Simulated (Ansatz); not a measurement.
# BaTiO3: a ladder of calculations

Cell of run 1: a structure deposited in the COD, taken as it stands.

```
CELL_PARAMETERS angstrom
3.98410 0.00000 0.00000
0.00000 2.83705 2.84580
0.00000 -2.83705 2.84580
ATOMIC_POSITIONS crystal
Ba 0.00000 0.00000 0.00000
Ti 0.50000 0.50790 0.50790
O 0.00000 0.49210 0.49210
O 0.50000 0.50251 0.99371
O 0.50000 0.99371 0.50251
```

Atoms are numbered from 1 in the order listed; like atoms form one site, named after its first atom.

Relaxed positions (PBE, cell held):

```
CELL_PARAMETERS angstrom
3.98410 0.00000 0.00000
0.00000 2.83705 2.84580
0.00000 -2.83705 2.84580
ATOMIC_POSITIONS crystal
Ba 0.00000 0.00671 0.00671
Ti 0.50000 0.52029 0.52029
O 0.00000 0.49180 0.49180
O 0.50000 0.49323 0.98419
O 0.50000 0.98419 0.49323
```

All runs are DFT with Ansatz 0.2.0 (plane waves and PAW, scalar-relativistic unless spin–orbit coupling is named, Γ-centred meshes, Fermi–Dirac smearing where given) in this cell.

Run 1: PBE, atoms as given; 420 eV, 8×8×8 k-points, smearing 0.02 eV.
Run 2: PBE, atoms relaxed; 420 eV, 8×8×8 k-points, smearing 0.02 eV.
Run 3: r2SCAN, at the relaxed atoms; 500 eV, 8×8×8 k-points, smearing 0.02 eV.
Run 4: PBE with spin–orbit coupling, at the relaxed atoms; 420 eV, 8×8×8 k-points, smearing 0.02 eV.
Run 5: LDA, at the relaxed atoms; 420 eV, 8×8×8 k-points, smearing 0.02 eV.
Run 6: PBEsol, at the relaxed atoms; 420 eV, 8×8×8 k-points, smearing 0.02 eV.

| run | Ba V_zz (η) | Ti V_zz (η) | O3 V_zz (η) | O4 V_zz (η) |
| --- | --- | --- | --- | --- |
| 1 | -0.13 (0.24) | -0.63 (0.07) | 2.52 (0.03) | 2.57 (0.05) |
| 2 | 0.55 (0.50) | 0.87 (0.35) | 2.83 (0.02) | 1.96 (0.01) |
| 3 | 0.56 (0.61) | 0.86 (0.28) | 3.16 (0.01) | 2.33 (0.01) |
| 4 | ? | ? | ? | ? |
| 5 | 0.56 (0.44) | 0.87 (0.46) | 2.57 (0.02) | 1.69 (0.02) |
| 6 | 0.56 (0.46) | 0.85 (0.39) | 2.65 (0.02) | 1.78 (0.01) |

V_zz in 10²¹ V/m².

Problem. Estimate the row of run 4.

Solution. Ba: 0.56 (0.50); Ti: 0.87 (0.35); O3: 2.83 (0.02); O4: 1.96 (0.01). It lies nearest to run 2, from whose tensors on these sites it differs by 0.00 at most (largest principal value of the difference). Taken one at a time, the positions of the atoms (as given or relaxed) move the tensors on these sites by up to 0.93 (largest principal value of the change, on Ti), the functional (between the two that differ most) by 0.65 (O4), spin–orbit coupling by 0.00. On some sites the largest principal value moves to another axis from run to run, and the sign of V_zz can flip with it.

The cell isn't the equilibrium one in run 5 (calculated pressure -7 GPa), and the entry's cell may itself be off. Run 1: The values hang on the deposited positions: relaxing the atoms moves V_zz on Ba from -0.13 to 0.55, on Ti from -0.63 to 0.87, on O4 from 2.57 to 1.96.
